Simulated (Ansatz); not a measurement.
# A series in volume scale on AlN

Periodic Kohn-Sham DFT of a crystal at fixed atoms, scaled to volume_scale times the given cell; pressure positive in compression, energy less spherical unpolarised free atoms, largest_vzz the field gradient of largest size among the nuclei. The results are calculated, by Ansatz 0.2.0.

The cell before it is scaled or strained (space group Fm-3m, No. 225):
```
CELL_PARAMETERS angstrom
0.00000 1.97800 1.97800
1.97800 0.00000 1.97800
1.97800 1.97800 0.00000
ATOMIC_POSITIONS crystal
Al 0.00000 0.00000 0.00000
N 0.50000 0.50000 0.50000
```

Settings of every row: method all-electron PAW; functional LDA; relativity scalar; k mesh 10x10x10; filling fermi-dirac; smearing width 0.02 eV; nucleus gaussian.

Atom start moment: 0 on all atoms.

| row | volume scale | V (Å³/atom) | pressure (GPa) |
| --- | --- | --- | --- |
| 1 | 0.94 | 7.275 | 34.993 |
| 2 | 0.95 | 7.352 | 30.769 |
| 3 | 0.96 | 7.429 | 26.744 |
| 4 | 0.98 | 7.584 | ? |
| 5 | 0.99 | 7.662 | 15.774 |
| 6 | 1 | 7.739 | 12.455 |
| 7 | 1.01 | 7.816 | 9.292 |
| 8 | 1.02 | 7.894 | 6.275 |
| 9 | 1.04 | 8.048 | 0.656 |
| 10 | 1.05 | 8.126 | -1.959 |
| 11 | 1.06 | 8.203 | -4.451 |

Question: what pressure should row 4 give?

Worked fit of pressure. Take u = (V_r/V)^(2/3) − 1 with V_r = 7.7775 Å³ an atom, which is twice the finite (Eulerian) strain; such expansions in the strain, on which the Birch-Murnaghan equation of state is built, carry the rest volume and the bulk modulus. The shown rows have u = 0.04553, 0.03822, 0.03103, 0.01002, 0.00331, -0.00329, -0.00986, -0.02253, -0.0288, -0.03489. Least squares give pressure = 10.8583 + 477.963 × u + 1131.83 × u² GPa; a straight line predicts inner rows, each left out in turn, worse (root mean square 0.65 against 0.021 GPa). The rows lie off it by 0.027, -0.010, -0.035, 0.013, 0.002, -0.006, 0.019, -0.008, 0.009, -0.011 (root mean square 0.017 GPa). The pressure vanishes at u = -0.0241, or V = 8.067 Å³ an atom, and there the bulk modulus at fixed shape and fractions is B = −V dP/dV = (2/3)(1 + u) dP/du = 275 GPa. The withheld row has u = 0.01694, so the fit gives 10.8583 + 477.963 × (0.01694) + 1131.83 × (0.01694)² = 19.280 GPa.

The calculation gave 19.256 GPa. The fit lies 0.024 GPa (0.061 % of the column's range) above it; its largest miss of a shown row is 0.035 GPa.
